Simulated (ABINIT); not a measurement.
Crystal: SiO2.

```xyz
6
Lattice="4.2332 0.0000 0.0000 0.0000 4.2332 0.0000 0.0000 0.0000 2.6935" Properties=species:S:1:pos:R:3 pbc="T T T"
Si    0.0000    0.0000    0.0000
Si    2.1166    2.1166    1.3467
O     3.4155    0.8177    1.3467
O     1.2989    1.2989    0.0000
O     0.8177    3.4155    1.3467
O     2.9343    2.9343    0.0000
```

The cell comes from a database or a generator and needn't be the stable form of this composition.

```yaml
Program: ABINIT 10.8.3 (patched build)
Task: single point
Functional: PBE
Potentials_or_basis: JTH PAW PBE v2.0
Cutoff: 626 eV
k_mesh: 6 × 6 × 10
Occupations: fermi-dirac, width 0.05 eV
Spin: no spin polarisation
```

On this cell: pressure -2.4 GPa; largest force 0.068 eV/Å; band gap on the k mesh 4.99 eV, direct.

The same run follows on a disturbed copy (atoms moved at random, drawn with an rms of 0.05 Å):

```
Si O
1.0
     4.23317    0.00000    0.00000
     0.00000    4.23317    0.00000
     0.00000    0.00000    2.69349
Si O
2 4
Direct
  0.00018 0.00223 0.99390
  0.50331 0.50202 0.51056
  0.80948 0.19585 0.47868
  0.29403 0.31524 0.00045
  0.19479 0.80699 0.49939
  0.70589 0.69015 0.01771
```

Q: What does the disturbed cell give?

A: The energy moves by +19.8 meV/atom; pressure -3.0 GPa; largest force 1.299 eV/Å; band gap on the k mesh 4.87 eV, direct.

Forces in eV/Å, atoms in the order of the input:
```
Si   0.377 -0.158 -0.161
Si  -0.360 -0.049 -0.198
O   -0.573 -0.204  1.147
O    1.228  0.091 -0.075
O    0.238  0.447  0.138
O   -0.910 -0.126 -0.851
```

Stress tensor (GPa, compression positive):
```
-4.45 -0.42 -0.65
-0.42 -1.64  0.07
-0.65  0.07 -2.82
```

Caveats: the atomic spheres overlap (some runs).

A k mesh can miss the band edges.
